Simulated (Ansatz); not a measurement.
SrO, CsCl type, relaxed with r2SCAN, was run in the plane-wave code Ansatz under altered settings. All numbers are computed, without spin polarisation but where a row says otherwise.

```
CELL_PARAMETERS angstrom
3.10287 0.00000 0.00000
0.00000 3.10287 0.00000
0.00000 0.00000 3.10287
ATOMIC_POSITIONS crystal
Sr 0.00000 0.00000 0.00000
O 0.50000 0.50000 0.50000
```

The base run's other keys:
```yaml
kpoints:
  mp_grid: { grid: [4, 4, 4] }
hamiltonian:
  xc: hse06
scf:
  occupations: { method: fixed }
  n_extra_bands: 4
```

It takes 13 iterations with 587 plane waves at 420 eV and 10 k points, and leaves a mean stress of -0.26 GPa. The gap over this mesh is 4.322 eV.

Outcomes, with energy and stress as changes against the base:
```csv
setting,outcome,ΔF (meV/atom),Δ mean stress (GPa),gap on the mesh (eV),iterations
hamiltonian.xc: wpbeh,converged,–,+0.1,4.279,13
"PBE hybrid, exx coeff 0.15, omega 0.3 1/Å",converged,–,+1.3,3.545,11
"PBE hybrid, exx coeff 1.0, unscreened",converged,–,-9.0,12.461,23
"PBE hybrid, exx coeff 0.05, omega 0.3 1/Å",converged,–,+2.4,3.038,10
scf.occupations: tetrahedron,refused,–,–,–,–
scf.n_extra_bands: 0,converged,0.0,0.0,4.322,13
```
A dash marks a value that wasn't obtained or can't be compared. Stress is positive in compression.

- hamiltonian.xc: wpbeh. The mean stress moves by +0.1 GPa and the gap on the mesh by -0.042 eV (to 4.279). It's another functional on the same cell, so totals aren't comparable.
- PBE hybrid, exx coeff 0.15, omega 0.3 1/Å. That is 15 % exact exchange, screened with ω = 0.3 1/Å, against HSE06's 25 % screened at 0.208 1/Å. The mean stress moves by +1.3 GPa and the gap on the mesh by -0.777 eV (to 3.545). Totals of different functionals aren't comparable.
- PBE hybrid, exx coeff 1.0, unscreened. That is 100 % exact exchange, at all ranges, against HSE06's 25 % screened at 0.208 1/Å. The mean stress moves by -9.0 GPa and the gap on the mesh by +8.139 eV (to 12.461). Totals of different functionals aren't comparable.
- PBE hybrid, exx coeff 0.05, omega 0.3 1/Å. That is 5 % exact exchange, screened with ω = 0.3 1/Å, against HSE06's 25 % screened at 0.208 1/Å. The mean stress moves by +2.4 GPa and the gap on the mesh by -1.284 eV (to 3.038). Totals of different functionals aren't comparable.
- scf.occupations: tetrahedron. It is rejected at once. Error: 2 input errors — fix all and re-run

Within 1 meV an atom, 0.1 GPa and 0.005 eV of the base stay: scf.n_extra_bands: 0.

The program warns that its thresholds are loose for a hybrid's stress.

The meshes of the hybrids are coarse, so their gaps aren't converged to the digits shown.
